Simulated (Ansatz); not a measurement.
# Ti: substituted relatives

What happens to the structure of Ti under Ti → Si; Ti → Ge? Each swap replaces an element on all its sites; cell and atoms are relaxed again.

Computed with Ansatz 0.2.0 (DFT PBEsol, scalar-relativistic, plane waves, PAW, unless a step's input says otherwise).

1 further run of the same task is left out (set aside as unsound or not needed).

### Step 1. Starting point

The structure is cubic, space group Fm-3m (No. 225). The conventional cell has a = 4.056 Å, b = 4.056 Å, c = 4.056 Å, α = 90.00°, β = 90.00°, γ = 90.00°. Ti (site symmetry m-3m) has 12 Ti at 2.87 Å as nearest neighbours.

Structure file:

```cif
data_structure
_symmetry_space_group_name_H-M 'Fm-3m'
_symmetry_Int_Tables_number 225
_cell_length_a 4.0558
_cell_length_b 4.0558
_cell_length_c 4.0558
_cell_angle_alpha 90.000
_cell_angle_beta 90.000
_cell_angle_gamma 90.000
_cell_volume 66.72
loop_
_atom_site_label
_atom_site_type_symbol
_atom_site_symmetry_multiplicity
_atom_site_Wyckoff_symbol
_atom_site_fract_x
_atom_site_fract_y
_atom_site_fract_z
_atom_site_occupancy
Ti1 Ti 4 a 0.00000 0.00000 0.00000 1
```

This cell was relaxed beforehand with the same method: volume 16.68 Å³/atom, gap on the mesh none (metal).

### Step 2. Swap Ti → Si

The start of Si: fractional positions of relaxed Ti, cell scaled by 0.782, a guess from tabulated radii.

### Step 3. Probe: one point at the start (Si)

The input, input.yaml:

```yaml
crystal:
  lattice:
    - [0.0, 1.5854217394, 1.5854217394]
    - [1.5854217394, 0.0, 1.5854217394]
    - [1.5854217394, 1.5854217394, 0.0]
  atoms:
    - { symbol: Si, position: [0.0, 0.0, 0.0] }
basis:
  ecutwfc: 420
kpoints:
  mp_grid: { grid: [10, 10, 10] }
hamiltonian:
  xc: pbesol
scf:
  occupations: { method: gaussian, width: 0.1 }
output:
  forces: true
  stress: true
  eigenvalues: true
```

Command:

```console
$ ansatz run input.yaml --threads 1 --pin off --max-ram 2560MiB --backend cpu --events-out ev --progress --plain --runs-dir out
```

Further runs follow: coarse relaxation (Si); relaxing cell and atoms (Si); a first look at the start (Ge); rough relaxation on the coarse mesh (Ge); the relaxation (Ge).

Q: Predict the outcome of this session. Wanted: Ti → Si; Ti → Ge.

The runs gave:

| quantity | value |
| --- | --- |
| Ti → Si (Si) | 14.14 Å³/atom, gap none (metal) |
| Ti → Ge (Ge) | 18.57 Å³/atom, gap none (metal) |

In words: Per atom and against the relaxed parent, Ge is the largest of the new crystals (+11.3 %) and Si the smallest (-15.2 %). All of them are metals at this level.
